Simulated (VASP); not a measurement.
Wanted: the native input for a VASP 6.6.1 run.

* Task: single point
* Functional: PBEsol
* Potentials or basis: VASP PAW PBE potentials, release 64 (V_sv)
* Cutoff: 520 eV
* k mesh: 30 × 30 × 14
* Occupations: gaussian, width 0.1 eV
* Spin: no spin polarisation
* Further INCAR settings: ALGO = Normal; EDIFF = 1e-06; NBANDS = 20

The structure of V lies in POSCAR:

```
V
1.0
    2.5733900000      0.0000000000      0.0000000000
   -1.2866900000      2.2286200000      0.0000000000
    0.0000000000      0.0000000000      4.6451000000
V
2
Direct
    0.3333300000      0.6666700000      0.2500000000
    0.6666700000      0.3333300000      0.7500000000
```

This isn't the form of V at room conditions, which is bcc.

One way to write it, as run:

INCAR

```
SYSTEM = V
ALGO = Normal
EDIFF = 1E-6
ENCUT = 520
GGA = PS
ISIF = 2
ISMEAR = 0
LASPH = .True.
LCHARG = .False.
LREAL = .False.
LWAVE = .False.
NBANDS = 20
NELM = 100
PREC = Accurate
SIGMA = 0.1
```

KPOINTS

```
k-points
0
Gamma
  30 30 14
  0 0 0
```

Potentials or basis: VASP PAW PBE potentials, release 64 (V_sv).

Run with:

```bash
$ cat potpaw_PBE.64/V_sv/POTCAR > POTCAR
$ mpirun -np 1 vasp_std > vasp.out
```

It gave:

- Pressure: 0.0 GPa
- Band gap on the k mesh: none (metal or under the smearing width)

Caveat: the PAW data sets were made with another functional, which shifts forces and pressure a little.

It took 4.3 min on 1 thread of Intel(R) Xeon(R) 6975P-C (Granite Rapids) (shared host), peak memory 0.82 GiB.
